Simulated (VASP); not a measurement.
# Ge (Fd-3m) in VASP: notebook

The runs below take Ge through relaxation of cell and atoms, with PBEsol.

All numbers are computed with VASP 6.6.1; they aren't measurements. Logs are shortened: lines on timing, memory, paths and dates and some standing lists are left out, and cuts for length are marked.

### Step 1. Starting point

It takes space group Fd-3m (No. 227, cubic). The conventional cell has a = 5.658 Å, b = 5.658 Å, c = 5.658 Å, α = 90.00°, β = 90.00°, γ = 90.00°. Ge (site symmetry -43m) is surrounded by 4 Ge at 2.45 Å.

### Step 2. Relaxation of cell and atoms, PBEsol

INCAR

```
ALGO     = Fast           # electronic algorithm
EDIFF    = 1E-7           # SCF threshold, eV
EDIFFG   = -0.002         # ionic threshold
ENCUT    = 520            # plane-wave cutoff, eV
GGA      = PS             # functional
IBRION   = 2              # ionic algorithm
ISIF     = 3              # what is computed and relaxed
ISMEAR   = 0              # smearing method
KPAR     = 4            
LASPH    = True           # aspherical terms in the spheres
LCHARG   = False          # write CHGCAR
LREAL    = False          # projectors in reciprocal space
LWAVE    = False          # write WAVECAR
NELM     = 80             # most SCF steps
NSW      = 80             # ionic steps
PREC     = Accurate       # precision mode
SIGMA    = 0.02           # smearing width, eV
```

KPOINTS

```
k-points
0
Gamma
  10 10 10
```

POSCAR

```
Ge
1.0
    0.0000000000      2.8289100000      2.8289100000
    2.8289100000      0.0000000000      2.8289100000
    2.8289100000      2.8289100000      0.0000000000
Ge
2
Direct
    0.0000000000      0.0000000000      0.0000000000
    0.2500000000      0.2500000000      0.2500000000
```

Potentials or basis: VASP PAW PBE potentials, release 64 (Ge_d).

The run is started by

```bash
$ cat potpaw_PBE.64/Ge_d/POTCAR > POTCAR
$ mpirun -np 4 vasp_std > vasp.out
```

OUTCAR:

```text
EDIFF = 1E-7
   EDIFFG = -0.002
   ENCUT = 520
   GGA = PS
   IBRION = 2
   ISIF = 3
   ISMEAR = 0
   LASPH = True
   LREAL = False
   NELM = 80
   NSW = 80
   PREC = Accurate

 ion  position               nearest neighbor table
   1  0.000  0.000  0.000-   2 2.45   2 2.45   2 2.45   2 2.45
   2  0.250  0.250  0.250-   1 2.45   1 2.45   1 2.45   1 2.45

  LATTYP: Found a face centered cubic cell.
 ALAT       =     5.6578200000

  Lattice vectors:

 A1 = (   0.0000000000,   2.8289100000,   2.8289100000)
 A2 = (   2.8289100000,   0.0000000000,   2.8289100000)
 A3 = (   2.8289100000,   2.8289100000,   0.0000000000)

Analysis of symmetry for initial positions (statically):
=====================================================================
 Subroutine PRICEL returns:
 Original cell was already a primitive cell.

 Routine SETGRP: Setting up the symmetry group for a
 face centered cubic supercell.

 Subroutine GETGRP returns: Found 48 space group operations
 (whereof 24 operations were pure point group operations)
 out of a pool of 48 trial point group operations.

The static configuration has the point symmetry T_d .
 The point group associated with its full space group is O_h .

Analysis of symmetry for dynamics (positions and initial velocities):
=====================================================================
 Subroutine PRICEL returns:
 Original cell was already a primitive cell.

 Routine SETGRP: Setting up the symmetry group for a
 face centered cubic supercell.

 Subroutine GETGRP returns: Found 48 space group operations
 (whereof 24 operations were pure point group operations)
 out of a pool of 48 trial point group operations.

The dynamic configuration has the point symmetry T_d .
 The point group associated with its full space group is O_h .

 Subroutine INISYM returns: Found 48 space group operations
 (whereof 24 operations are pure point group operations),
 and found     1 'primitive' translations

----------------------------------------------------------------------------------------

                                     Primitive cell

  volume of cell :      45.2780

  direct lattice vectors                    reciprocal lattice vectors
     0.000000000  2.828910000  2.828910000    -0.176746521  0.176746521  0.176746521
     2.828910000  0.000000000  2.828910000     0.176746521 -0.176746521  0.176746521
     2.828910000  2.828910000  0.000000000     0.176746521  0.176746521 -0.176746521

  length of vectors
     4.000682889  4.000682889  4.000682889     0.306133954  0.306133954  0.306133954

  position of ions in fractional coordinates (direct lattice)
     0.000000000  0.000000000  0.000000000
     0.250000000  0.250000000  0.250000000

  ion indices of the primitive-cell ions
   primitive index   ion index
                 1           1
                 2           2

----------------------------------------------------------------------------------------

 KPOINTS: k-points

Automatic generation of k-mesh.
 Grid dimensions read from file:
 generate k-points for:   10   10   10

 Generating k-lattice:

  Cartesian coordinates                     Fractional coordinates (reciprocal lattice)
    -0.017674652  0.017674652  0.017674652     0.100000000  0.000000000  0.000000000
     0.017674652 -0.017674652  0.017674652     0.000000000  0.100000000  0.000000000
     0.017674652  0.017674652 -0.017674652     0.000000000  0.000000000  0.100000000

  Length of vectors
     0.030613395  0.030613395  0.030613395

  Shift w.r.t. Gamma in fractional coordinates (k-lattice)
     0.000000000  0.000000000  0.000000000

 Subroutine IBZKPT returns following result:
 ===========================================

 Found     47 irreducible k-points:

 Following reciprocal coordinates:
            Coordinates               Weight
  0.000000  0.000000  0.000000      1.000000
  0.100000  0.000000  0.000000      8.000000
  0.200000  0.000000  0.000000      8.000000
  0.300000  0.000000  0.000000      8.000000
  0.400000  0.000000  0.000000      8.000000
  0.500000  0.000000  0.000000      4.000000
[... 16 lines left out ...]
  0.300000  0.300000  0.000000      6.000000
  0.400000  0.300000  0.000000     24.000000
 [... further k-points ...]
   k-points           NKPTS =     47   k-points in BZ     NKDIM =     47   number of bands    NBANDS=     18
   number of dos      NEDOS =    301   number of ions     NIONS =      2
   total plane-waves  NPLWV =  27000
   dimension x,y,z NGX =    30 NGY =   30 NGZ =   30
   dimension x,y,z NGXF=    60 NGYF=   60 NGZF=   60
   ions per type =               2
   NGX,Y,Z   is equivalent  to a cutoff of  12.47, 12.47, 12.47 a.u.
   NGXF,Y,Z  is equivalent  to a cutoff of  24.93, 24.93, 24.93 a.u.
 SYSTEM =  unknown system
   PREC   = accura    normal or accurate (medium, high low for compatibility)
   ISTART =      0    job   : 0-new  1-cont  2-samecut
   ICHARG =      2    charge: 1-file 2-atom 10-const
   ISPIN  =      1    spin polarized calculation?
   LNONCOLLINEAR =      F non collinear calculations
   LSORBIT =      F    spin-orbit coupling
   LASPH  =      T    aspherical Exc in radial PAW
   ENCUT  =  520.0 eV  38.22 Ry    6.18 a.u.   7.44  7.44  7.44*2*pi/ulx,y,z
   NELM   =     80;   NELMIN=  2; NELMDL= -5     # of ELM steps
   EDIFF  = 0.1E-06   stopping-criterion for ELM
   LREAL  =      F    real-space projection
   EDIFFG = -.2E-02   stopping-criterion for IOM
   NSW    =     80    number of steps for IOM
   IBRION =      2    ionic relax: 0-MD 1-quasi-New 2-CG
   NFREE  =      1    steps in history (QN), initial steepest desc. (CG)
   ISIF   =      3    stress and relaxation
   ISYM   =      2    0-nonsym 1-usesym 2-fastsym
   POTIM  = 0.5000    time-step for ionic-motion
   TEBEG  =    0.0;   TEEND  =   0.0 temperature during run
   PSTRESS=    0.0 pullay stress
   NELECT =      28.0000    total number of electrons
   NUPDOWN=      -1.0000    fix difference up-down
   EMIN   =  10.00;   EMAX   =-10.00  energy-range for DOS
   EFERMI =   0.00;   METHOD = LEGACY
   ISMEAR =     0;   SIGMA  =   0.02  broadening in eV -4-tet -1-fermi 0-gaus
   EFERMI_NEDOS =   21; number of points for ismear=-14 and -15
   IALGO  =     68    algorithm
   IMIX   =      4    mixing-type and parameters
     AMIX     =   0.40;   BMIX     =  1.00
     AMIX_MAG =   1.60;   BMIX_MAG =  1.00
  volume/ion in A,a.u.               =      22.64       152.78
  Fermi-wavevector in a.u.,A,eV,Ry     =   1.394756  2.635708 26.468033  1.945346
  Thomas-Fermi vector in A             =   2.518275
   LORBIT       =      0    0 simple, 1 ext, 2 COOP (PROOUT), +10 PAW based schemes
   GGA     = PS    functional components
   LHFCALC =     F    Hartree Fock is set to
   AEXX    =    0.0000 exact exchange contribution
   IVDW    =     0    specifies the selected vdW correction
   LEPSILON=     F    determine dielectric tensor
   LRPA    =     F    only Hartree local field effects (RPA)
 conjugate gradient relaxation of ions
 non-spin polarized calculation
 RMM-DIIS sequential band-by-band and
 Gauss-broadening in eV      SIGMA  =   0.02
  energy-cutoff  :      520.00
  volume of cell :       45.28
 maximum number of plane-waves:      1243
 NGX is ok and might be reduce to    30
   NGX = 15   NGY = 15   NGZ = 15

--------------------------------------- Ionic step        1  -------------------------------------------

 number of electron      28.0000022 magnetization

 Free energy of the ion-electron system (eV)
  ---------------------------------------------------
  ext. energy  EPLUGINS =         0.00000000
  ---------------------------------------------------
  free energy    TOTEN  =        -9.87050076 eV

  energy without entropy =       -9.87046543  energy(sigma->0) =       -9.87048309

------------------------ aborting loop because EDIFF is reached ----------------------------------------

  FORCE on cell =-STRESS in cart. coord.  units (eV):
  Direction    XX          YY          ZZ          XY          YZ          ZX
  --------------------------------------------------------------------------------------
  -------------------------------------------------------------------------------------
  Total        0.1647435      0.1647435      0.1647435      0.0000000      0.0000000      0.0000000
  in kB        5.8295020      5.8295020      5.8295020      0.0000000      0.0000000      0.0000000
  external PRESSURE =       5.8295020 kB  Pullay stress =       0.0000000 kB
[... 273 lines left out ...]
  energy  without entropy=       -9.8711177596  energy(sigma->0) =       -9.87113319

--------------------------------------- Ionic step        9  -------------------------------------------

 number of electron      28.0000016 magnetization

 Free energy of the ion-electron system (eV)
  ---------------------------------------------------
  ext. energy  EPLUGINS =         0.00000000
  ---------------------------------------------------
  free energy    TOTEN  =        -9.87115009 eV

  energy without entropy =       -9.87111924  energy(sigma->0) =       -9.87113466

 E-fermi :   4.7960     XC(G=0): -10.0929

 val. band max:        4.7898738792   @ k =   0.0000   0.0000   0.0000
 cond. band min:       4.8898021947   @ k =   0.5000   0.0000   0.0000
 fundamental gap:      0.0999283156
 Fermi energy:         4.7959624301

 k-point     1 :       0.0000    0.0000    0.0000
  band No.  band energies     occupation
      1     -19.9626      2.00000
      2     -19.9626      2.00000
      3     -19.9626      2.00000
      4     -19.9266      2.00000
      5     -19.9266      2.00000
      6     -19.7184      2.00000
[... 10 lines left out ...]
     17       7.3186      0.00000
     18       7.3186      0.00000
[... 466 lines left out ...]
      2     -19.9901      2.00000
      3     -19.9466      2.00000
      4     -19.8643      2.00000
      5     -19.8443      2.00000
      6     -19.8211      2.00000
[... 10 lines left out ...]
     17      11.4003      0.00000
     18      11.9630      0.00000

 [... further k-points ...]

------------------------ aborting loop because EDIFF is reached ----------------------------------------

  FORCE on cell =-STRESS in cart. coord.  units (eV):
  Direction    XX          YY          ZZ          XY          YZ          ZX
  --------------------------------------------------------------------------------------
  -------------------------------------------------------------------------------------
  Total        0.0035750      0.0035750      0.0035750      0.0000000      0.0000000     -0.0000000
  in kB        0.1255647      0.1255647      0.1255647      0.0000000      0.0000000     -0.0000000
  external PRESSURE =       0.1255647 kB  Pullay stress =       0.0000000 kB
[... 17 lines left out ...]
  FREE ENERGIE OF THE ION-ELECTRON SYSTEM (eV)
  ---------------------------------------------------
  free  energy   TOTEN  =        -9.8711500899 eV

  energy  without entropy=       -9.8711192374  energy(sigma->0) =       -9.87113466

 reached required accuracy - stopping structural energy minimisation
```

Wall time 48 s (4 MPI ranks of Intel Xeon Platinum 8488C (Sapphire Rapids), shared host); peak memory 0.17 GiB.

Results:

```
Free energy                            : -9.8712 eV
Relaxed volume                         : 22.81 Å³/atom
Relaxed cell                           : a = 4.011 Å, b = 4.011 Å, c = 4.011 Å, α = 60.00°, β = 60.00°, γ = 60.00°
Space group after relaxing (to 0.05 Å) : Fd-3m (No. 227)
Energy gained by relaxing              : 0.3 meV/atom
Ionic steps                            : 9
Pressure after relaxing                : 0.0 GPa
Band gap on the k mesh                 : none (metal or under the smearing width)
```

The path:
| step | energy change (eV) | largest force (eV/Å) | pressure (GPa) | volume (Å³) |
| --- | --- | --- | --- | --- |
| 1 | 0.0000 | 0.0000 | 0.58 | 45.28 |
| 2 | -0.0005 | 0.0000 | -0.28 | 45.82 |
| 3 | -0.0007 | 0.0000 | 0.02 | 45.64 |
| 4 | -0.0007 | 0.0000 | -0.12 | 45.66 |
| 5 | -0.0006 | 0.0000 | 0.14 | 45.55 |
| 6 | -0.0006 | 0.0000 | 0.05 | 45.61 |
| 7 | -0.0007 | 0.0000 | -0.07 | 45.62 |
| 8 | -0.0006 | 0.0000 | 0.06 | 45.61 |
| 9 | -0.0006 | 0.0000 | 0.01 | 45.62 |

Final structure:
```xyz
2
Lattice="0.0000 2.8359 2.8359 2.8359 0.0000 2.8359 2.8359 2.8359 0.0000" Properties=species:S:1:pos:R:3 pbc="T T T"
Ge    0.0000    0.0000    0.0000
Ge    1.4180    1.4180    1.4180
```

Caveat: the PAW data sets were made with another functional, which shifts forces and pressure a little; this crystal is a semiconductor, whose small gap the functional closes, so the metal is an error of the method.

### Step 3. Relaxation of cell and atoms, PBEsol

This run uses another cell than the first one, of 22.81 Å³/atom, 1.007 times its volume.

INCAR is that of step 2.

KPOINTS is that of step 2.

POSCAR

```
Ge                                      
1.0
   -0.0000000000      2.8359372606      2.8359372606
    2.8359372606      0.0000000000      2.8359372606
    2.8359372606      2.8359372606      0.0000000000
  Ge            
     2
Direct
     0.0000000000000000    0.0000000000000000    0.0000000000000000
     0.2500000000000000    0.2500000000000000    0.2500000000000000
```

Potentials or basis: VASP PAW PBE potentials, release 64 (Ge_d).

The run is started by

```bash
$ cat potpaw_PBE.64/Ge_d/POTCAR > POTCAR
$ mpirun -np 4 vasp_std > vasp.out
```

Wall time 24 s (4 MPI ranks of Intel Xeon Platinum 8488C (Sapphire Rapids), shared host); peak memory 0.17 GiB.

It converged, with:

```
Free energy                            : -9.8713 eV
Relaxed volume                         : 22.83 Å³/atom
Relaxed cell                           : a = 4.012 Å, b = 4.012 Å, c = 4.012 Å, α = 60.00°, β = 60.00°, γ = 60.00°
Space group after relaxing (to 0.05 Å) : Fd-3m (No. 227)
Energy gained by relaxing              : 0.0 meV/atom
Ionic steps                            : 5
Pressure after relaxing                : 0.0 GPa
Band gap on the k mesh                 : none (metal or under the smearing width)
```

Final structure:
```
Ge
1.0
     0.00000    2.83671    2.83671
     2.83671    0.00000    2.83671
     2.83671    2.83671    0.00000
Ge
2
Direct
  0.00000 0.00000 0.00000
  0.25000 0.25000 0.25000
```

Levels at points of the mesh, in eV from the Fermi level:
```tsv
k point	band 12	band 13	band 14	band 15	band 16	band 17
(0.00, 0.00, 0.00)	-0.09	-0.01	-0.01	-0.01	2.52	2.52
(0.50, 0.00, 0.00)	-7.59	-1.40	-1.40	0.09	3.70	3.70
(0.50, 0.50, 0.00)	-8.88	-3.07	-3.07	0.67	0.67	9.42
```

Caveat: the PAW data sets were made with another functional, which shifts forces and pressure a little; this crystal is a semiconductor, whose small gap the functional closes, so the metal is an error of the method.
